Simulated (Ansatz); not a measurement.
# Al (Fm-3m) in Ansatz: settings compared

Aim: see how the results for Al move with the level of theory and the settings. Levels: PBE+D3(BJ), PBE+D4, PBEsol+D3(BJ), PBEsol+D4. Tasks: relaxation of cell and atoms.

Everything below comes from runs of Ansatz 0.2.0. Logs are shortened: lines on timing, memory, paths and dates and some standing lists are left out, and cuts for length are marked.

## 1. The crystal as given

The structure is cubic, space group Fm-3m (No. 225). Conventional cell: a = 4.050 Å, b = 4.050 Å, c = 4.050 Å, α = 90.00°, β = 90.00°, γ = 90.00°. Al (site symmetry m-3m) has 12 Al at 2.86 Å as nearest neighbours.

## 2. Relaxation of cell and atoms, PBE+D3(BJ)

File input.yaml:

```yaml
crystal:
  lattice:
    - [0.0, 2.024805, 2.024805]
    - [2.024805, 0.0, 2.024805]
    - [2.024805, 2.024805, 0.0]
  atoms:
    - { symbol: Al, position: [0.0, 0.0, 0.0] }
hamiltonian:
  xc: pbe
  pseudopotentials: { kind: paw }
  dispersion: d3bj
kpoints:
  mp_grid: { grid: [11, 11, 11] }
scf:
  occupations: { method: fermi_dirac, width: 0.05 }
output:
  forces: true
  stress: true
relax:
  f_tol: 0.01
  max_steps: 40
  cell: { stress_tol: 0.05 }
```

Potentials or basis: Ansatz PAW.

Launch:

```console
> ansatz run input.yaml --threads 2 --pin off --max-ram 5632MiB --backend cpu --events-out ev --progress --plain --runs-dir out
```

The program printed:

```text
Warning: RAYON_NUM_THREADS=2 ignored (pool sized by the plan → 2); use --threads N
Engine: ansatz 0.2.0, x86_64-unknown-linux-gnu
Pseudopotentials: kind: paw
Pseudopotential: Al, paw, valence charge 3, recommended cutoff 420 eV (normal), Al.paw.azcp
Functional definition: PBE
  parameter kappa = 0.804
  parameter beta = 0.06672455060314922
  exchange = pbe_x(kappa = kappa, mu = beta*pi^2/3)
  correlation = pbe_c(beta = beta)
Crystal: 1 atoms, lattice volume = 16.603 Å³
Basis set: ecut = 420 eV, 331 PW (Γ), exchange–correlation on 40×40×40 points (8 copies of the dense FFT grid, shifted against one another)
Bands: 6, of which v1, the nominal top of the filled ones, is band 2 counted from 1 (1 counted from 0)
Symmetry: 48 space group operations
Space group: Fm-3m (ITA 225), of the structure as read, at distance tolerance 2.6e-5 Å
k-points: 56 of 1331
Non-local potential: Al, projectors of the file, l = 0: 2, l = 1: 2, l = 2: 1
PAW form: soft (Blöchl's): semilocal exchange-correlation on the pseudo side does not see the compensation charge
PAW one-centre angular grid: Al, 110 points (default); XC on 64 Gauss nodes
Initial density: superposition of atomic densities (neutral atoms: chi_scale 0, normalization atom), corrected by the library's trained network
Initial wavefunctions: pseudopotential atomic-orbital guess
Functional: x = pbe(κ = 0.804, μ = 0.2195149727645171), c = pbe(β = 0.06672455060314922)
SCF iter   1: F=—  HF=-537.846485 eV  |F-HF|=—  |Δ(HF+E_count)|=         —  Δρ=4.76e-4  dr2=1.33e-5  ethr=1.77e-3  ⟨swp⟩=4.8  Hψ=2884  notcnv=0
preconditioner: auto → none  [metal: Δε(μ)=0.028 eV  Ē_g=13.152 eV  σ=0.050 eV  W_gap=0.14  n_scr=0 (ndim 8)  ℏωp=15.8 eV  f_vac=0.000  D(μ)=0.55/eV (n_scr^D=0)]
SCF iter   2: F=—  HF=-537.846521 eV  |F-HF|=—  |Δ(HF+E_count)|=   3.65e-5  Δρ=2.47e-4  dr2=3.82e-6  ethr=4.43e-7  ⟨swp⟩=2.0  Hψ=860  notcnv=0
iter 3 did not close the SCF: its close was put off for the readings that it lacked (scf_convergence_deferred on its scf_iter line)
SCF iter   3: F=-537.846530 eV  HF=-537.846530 eV  |F-HF|=9.05e-9  |Δ(HF+E_count)|=   8.59e-6  Δρ=1.53e-5  dr2=4.19e-8  ethr=1.27e-7  ⟨swp⟩=1.8  Hψ=380  notcnv=0
iter 4 did not close the SCF: its close was put off for the readings that it lacked (scf_convergence_deferred on its scf_iter line)
SCF iter   4: F=-537.846530 eV  HF=-537.846530 eV  |F-HF|=9.96e-10  |Δ(HF+E_count)|=   8.08e-9  Δρ=5.71e-6  dr2=5.53e-9  ethr=1.40e-9  ⟨swp⟩=1.0  Hψ=313  notcnv=0
iter 5 did not close the SCF: its close was put off for the readings that it lacked (scf_convergence_deferred on its scf_iter line)
SCF iter   5: F=-537.846530 eV  HF=-537.846530 eV  |F-HF|=4.43e-11  |Δ(HF+E_count)|=  8.82e-10  Δρ=9.62e-7  dr2=1.77e-10  ethr=1.84e-10  ⟨swp⟩=1.0  Hψ=313  notcnv=0
SCF iter   6: F=-537.846530 eV  HF=-537.846530 eV  |F-HF|=1.48e-12  |Δ(HF+E_count)|=  3.79e-11  Δρ=1.99e-7  dr2=7.54e-12  ethr=5.91e-12  ⟨swp⟩=1.0  Hψ=795  notcnv=0
SCF 1 converged in 6 iterations: F = -537.846530 eV  dr2 = 7.54e-12
relax step   1: F+E_penalty+E_count = -537.84652999 eV  Δ(F+E_penalty+E_count) = +0.000e0 eV  max|allowed force component| = 0.000e0 eV/Å  Δτ_max = 0.0000 Å  P = -3.775 GPa  Ω = 16.603 Å³  (6 SCF iters, dr2 threshold 1.00e-7 eV, accepted)
Crystal: 1 atoms, lattice volume = 15.691 Å³
Initial density: handed on by an earlier stage of this run
Initial wavefunctions: those handed on with the density
iter 1 solved again at ethr=1.02e-5 eV; its pass at ethr=3.10e-3 eV (dr2=3.05e-4 eV) is discarded
SCF iter   1: F=—  HF=-537.856561 eV  |F-HF|=—  |Δ(HF+E_count)|=         —  Δρ=1.42e-3  dr2=3.13e-4  ethr=1.02e-5  ⟨swp⟩=1.3  Hψ=3429  notcnv=0
preconditioner: auto → none  [metal: Δε(μ)=0.071 eV  Ē_g=13.653 eV  σ=0.050 eV  W_gap=0.34  n_scr=0 (ndim 8)  ℏωp=16.2 eV  f_vac=0.000  D(μ)=0.52/eV (n_scr^D=0)]
SCF iter   2: F=—  HF=-537.856211 eV  |F-HF|=—  |Δ(HF+E_count)|=   3.49e-4  Δρ=7.02e-4  dr2=7.62e-5  ethr=1.02e-5  ⟨swp⟩=1.0  Hψ=336  notcnv=0
SCF iter   3: F=—  HF=-537.856117 eV  |F-HF|=—  |Δ(HF+E_count)|=   9.45e-5  Δρ=8.70e-6  dr2=6.70e-9  ethr=3.33e-9  ⟨swp⟩=3.2  Hψ=1029  notcnv=0
SCF iter   4: F=-537.856117 eV  HF=-537.856117 eV  |F-HF|=2.37e-10  |Δ(HF+E_count)|=   9.80e-9  Δρ=1.35e-6  dr2=1.45e-10  ethr=2.23e-10  ⟨swp⟩=2.0  Hψ=923  notcnv=0
SCF 2 converged in 4 iterations: F = -537.856117 eV  dr2 = 1.45e-10
relax step   2: F+E_penalty+E_count = -537.85611698 eV  Δ(F+E_penalty+E_count) = -9.587e-3 eV  max|allowed force component| = 0.000e0 eV/Å  Δτ_max = 0.0000 Å  P = +0.784 GPa  Ω = 15.691 Å³  energy of the carried Pulay correction = +4.102e-4 eV  (4 SCF iters, dr2 threshold 1.00e-7 eV, accepted)
Crystal: 1 atoms, lattice volume = 15.840 Å³
iter 1 solved again at ethr=2.95e-7 eV; its pass at ethr=3.10e-3 eV (dr2=8.86e-6 eV) is discarded
SCF iter   1: F=—  HF=-537.856380 eV  |F-HF|=—  |Δ(HF+E_count)|=         —  Δρ=2.48e-4  dr2=9.73e-6  ethr=2.95e-7  ⟨swp⟩=2.5  Hψ=3216  notcnv=0
preconditioner: auto → none  [metal: Δε(μ)=0.062 eV  Ē_g=13.569 eV  σ=0.050 eV  W_gap=0.30  n_scr=0 (ndim 8)  ℏωp=16.2 eV  f_vac=0.000  D(μ)=0.52/eV (n_scr^D=0)]
SCF iter   2: F=—  HF=-537.856385 eV  |F-HF|=—  |Δ(HF+E_count)|=   4.77e-6  Δρ=1.23e-4  dr2=2.36e-6  ethr=2.95e-7  ⟨swp⟩=1.0  Hψ=336  notcnv=0
SCF iter   3: F=-537.856382 eV  HF=-537.856382 eV  |F-HF|=3.16e-10  |Δ(HF+E_count)|=   3.32e-6  Δρ=1.58e-6  dr2=2.31e-10  ethr=3.33e-9  ⟨swp⟩=2.9  Hψ=999  notcnv=0
SCF 3 converged in 3 iterations: F = -537.856382 eV  dr2 = 2.31e-10
relax step   3: F+E_penalty+E_count = -537.85638153 eV  Δ(F+E_penalty+E_count) = -2.646e-4 eV  max|allowed force component| = 0.000e0 eV/Å  Δτ_max = 0.0000 Å  P = -0.062 GPa  Ω = 15.840 Å³  energy of the carried Pulay correction = +3.414e-4 eV  (3 SCF iters, dr2 threshold 1.00e-7 eV, accepted)
Crystal: 1 atoms, lattice volume = 15.829 Å³
iter 1 solved again at ethr=1.68e-9 eV; its pass at ethr=3.10e-3 eV (dr2=5.04e-8 eV) is discarded
SCF iter   1: F=—  HF=-537.856374 eV  |F-HF|=—  |Δ(HF+E_count)|=         —  Δρ=1.84e-5  dr2=5.54e-8  ethr=1.68e-9  ⟨swp⟩=2.4  Hψ=3226  notcnv=0
preconditioner: auto → none  [metal: Δε(μ)=0.063 eV  Ē_g=13.575 eV  σ=0.050 eV  W_gap=0.30  n_scr=0 (ndim 8)  ℏωp=16.2 eV  f_vac=0.000  D(μ)=0.52/eV (n_scr^D=0)]
SCF iter   2: F=—  HF=-537.856389 eV  |F-HF|=—  |Δ(HF+E_count)|=   1.52e-5  Δρ=8.95e-6  dr2=1.29e-8  ethr=1.68e-9  ⟨swp⟩=2.0  Hψ=417  notcnv=0
SCF iter   3: F=-537.856389 eV  HF=-537.856389 eV  |F-HF|=5.46e-12  |Δ(HF+E_count)|=   1.86e-8  Δρ=2.63e-7  dr2=5.54e-12  ethr=3.23e-10  ⟨swp⟩=3.0  Hψ=668  notcnv=0
SCF 4 converged in 3 iterations: F = -537.856389 eV  dr2 = 5.54e-12
relax step   4: F+E_penalty+E_count = -537.85638880 eV  Δ(F+E_penalty+E_count) = -7.274e-6 eV  max|allowed force component| = 0.000e0 eV/Å  Δτ_max = 0.0000 Å  P = -0.001 GPa  Ω = 15.829 Å³  energy of the carried Pulay correction = +3.465e-4 eV  (3 SCF iters, dr2 threshold 9.69e-9 eV, accepted)
Initial wavefunctions: pseudopotential atomic-orbital guess (no wavefunctions were taken with the density)
iter 1 solved again at ethr=2.47e-9 eV; its pass at ethr=3.10e-3 eV (dr2=7.42e-8 eV) is discarded
SCF iter   1: F=—  HF=-537.856086 eV  |F-HF|=—  |Δ(HF+E_count)|=         —  Δρ=3.60e-5  dr2=1.92e-8  ethr=2.47e-9  ⟨swp⟩=3.3  Hψ=4027  notcnv=0
SCF iter   2: F=—  HF=-537.856101 eV  |F-HF|=—  |Δ(HF+E_count)|=   1.56e-5  Δρ=1.84e-5  dr2=4.86e-9  ethr=6.40e-10  ⟨swp⟩=2.0  Hψ=418  notcnv=0
SCF iter   3: F=—  HF=-537.856101 eV  |F-HF|=—  |Δ(HF+E_count)|=   5.70e-8  Δρ=5.63e-7  dr2=1.08e-11  ethr=1.62e-10  ⟨swp⟩=2.0  Hψ=418  notcnv=0
SCF iter   4: F=-537.856101 eV  HF=-537.856101 eV  |F-HF|=4.55e-13  |Δ(HF+E_count)|=  4.37e-11  Δρ=7.22e-8  dr2=2.61e-13  ethr=1.00e-12  ⟨swp⟩=4.0  Hψ=751  notcnv=0
SCF 5 converged in 4 iterations: F = -537.856101 eV  dr2 = 2.61e-13
relax step   5: F+E_penalty+E_count = -537.85610119 eV  Δ(F+E_penalty+E_count) = +2.876e-4 eV  max|allowed force component| = 0.000e0 eV/Å  Δτ_max = 0.0000 Å  P = -0.030 GPa  Ω = 15.829 Å³  stress off target by 3.04e-2 GPa  SCF on the basis re-selected at this cell (its energy is not comparable with the rows above)  (4 SCF iters)
basis re-selected at this cell: Δ(F+E_penalty+E_count) = +2.876e-4 eV, ΔP = -0.030 GPa vs the last step (what re-selecting the basis moved, of the pressure what is left beyond the Pulay correction that the steps carried, after the strain that the cell walked since its last selection, with what the two solves' SCF thresholds leave and, on support functions, any second-order correction that the steps lacked; it is no measure of the basis error at this ecutwfc). This SCF's stress stands 3.04e-2 GPa from its target on what of the cell is left free (relax.cell.stress_tol is 5.00e-2 GPa) and its largest allowed force component is 0.00e0 eV/Å (relax.f_tol is 1.00e-2 eV/Å): within both
SCF converged after 4 iterations
Free energy (F): -537.856101 eV
Harris-Foulkes:  -537.856101 eV  (|F-HF|=4.55e-13)
Internal energy: -537.852179 eV  (E = F + TS)
E sigma→0 (E₀):  -537.854140 eV
Entropy (-TS):   -0.003923 eV (-3.923 meV/atom)
Fermi energy:    8.382690 eV
--- Per-component energies (eV) ---
  E_band       = 11.529100
  E_kinetic    = 23.395098
  E_local      = 10.533164  (includes V_loc(G=0)·N_el)
  E_nonlocal   = 10.419719
  E_hartree    = 0.111438
  E_xc         = -40.009479
  E_vxc        = -29.317635  (∫ρ·V_xc dr)
  E_paw        = -467.411587  (= ΣΔE_a)
  E_vpaw       = -3.724120  (= ΣTr[D̂ρ^β])
  E_aug_tail   = -0.000002  (compensation charges beyond the density's cutoff)
  E_ewald      = -74.539270
  E_disp       = -0.351259  (pairwise vdW)
  E_smearing   = -0.003923  (= −TS)
  E_closure    = 0.000000  (closes the sum)
  Σ components = -537.856101   (vs F -537.856101, Δ=0.00e0)
--- Forces (eV/Å), atoms counted from 1 ---
  atom   1  Al    -0.00000000    -0.00000000     0.00000000
  max |Σ_I F_I| component: 1.67e-33 eV/Å
--- Stress (GPa, compression-positive) ---
       -0.030396       0.000000       0.000000
        0.000000      -0.030396       0.000000
        0.000000       0.000000      -0.030396
  P = ⅓ Tr σ = -0.0304 GPa (-0.304 kbar)
--- Relaxed structure (4 steps of the walk, 4 accepted, 1 SCFs on fresh bases) ---
  F+E_penalty+E_count = -537.85610119 eV   max|allowed force component| = 0.000e0 eV/Å   (the final SCF, on the basis selected at the relaxed cell)
  cell:  # Å, volume = 15.8291 Å³
    - [1.0222593020597037e-33, 1.9928538850700748, 1.9928538850700748]
    - [1.9928538850700748, 1.0509176021844559e-34, 1.9928538850700748]
    - [1.9928538850700748, 1.9928538850700748, -2.0381488131582354e-34]
  atoms:
    - { symbol: Al, position: [0.0, 0.0, 0.0] }
```

It took 0.94 s on 2 threads of Intel Xeon 6975P-C (Granite Rapids), shared host; peak memory 0.29 GiB.

What came out:

```yaml
Free_energy: -537.8561 eV
Relaxed_volume: 15.83 Å³/atom
Relaxed_cell: a = 2.818 Å, b = 2.818 Å, c = 2.818 Å, α = 60.00°, β = 60.00°, γ = 60.00°
Space_group_after_relaxing_to_0.05_Å: Fm-3m (No. 225)
Energy_gained_by_relaxing: 9.6 meV/atom
Ionic_steps: 5
Pressure_after_relaxing: 0.0 GPa
```

Step by step:
```tsv
step	energy change (eV)	largest force (eV/Å)	volume (Å³)
1	0.0000	0.0000	16.60
2	-0.0096	0.0000	15.69
3	-0.0099	0.0000	15.84
4	-0.0099	0.0000	15.83
5	-0.0096	0.0000	15.83
```

Final structure:
```
CELL_PARAMETERS angstrom
0.00000 1.99285 1.99285
1.99285 0.00000 1.99285
1.99285 1.99285 0.00000
ATOMIC_POSITIONS crystal
Al 0.00000 0.00000 0.00000
```

Caveat: the plane-wave basis is chosen anew once the cell has moved, so the energies of steps on either side of that aren't comparable.

## 3. Relaxation of cell and atoms, PBE+D4

input.yaml: that of step 2 with these lines changed.

```diff
@@ -10,3 +10,3 @@
   pseudopotentials: { kind: paw }
-  dispersion: d3bj
+  dispersion: d4
 kpoints:
```

Potentials or basis: Ansatz PAW.

Launch:

```console
> ansatz run input.yaml --threads 2 --pin off --max-ram 5632MiB --backend cpu --events-out ev --progress --plain --runs-dir out
```

It took 1 s on 2 threads of Intel Xeon 6975P-C (Granite Rapids), shared host; peak memory 0.29 GiB.

Results (log left out):

* Free energy: -537.8628 eV
* Relaxed volume: 15.87 Å³/atom
* Relaxed cell: a = 2.821 Å, b = 2.821 Å, c = 2.821 Å, α = 60.00°, β = 60.00°, γ = 60.00°
* Space group after relaxing (to 0.05 Å): Fm-3m (No. 225)
* Energy gained by relaxing: 8.6 meV/atom
* Ionic steps: 5
* Pressure after relaxing: 0.0 GPa

Step by step:
```
step  energy change (eV)  largest force (eV/Å)  volume (Å³)
   1              0.0000                0.0000        16.60
   2             -0.0086                0.0000        15.73
   3             -0.0089                0.0000        15.88
   4             -0.0089                0.0000        15.87
   5             -0.0086                0.0000        15.87
```

Final structure:
```yaml
crystal:
  lattice:
    - [0.00000, 1.99453, 1.99453]
    - [1.99453, 0.00000, 1.99453]
    - [1.99453, 1.99453, 0.00000]
  atoms:
    - { symbol: Al, position: [0.00000, 0.00000, 0.00000] }
```

Caveat: the plane-wave basis is chosen anew once the cell has moved, so the energies of steps on either side of that aren't comparable.

[end of part 1 of 2]
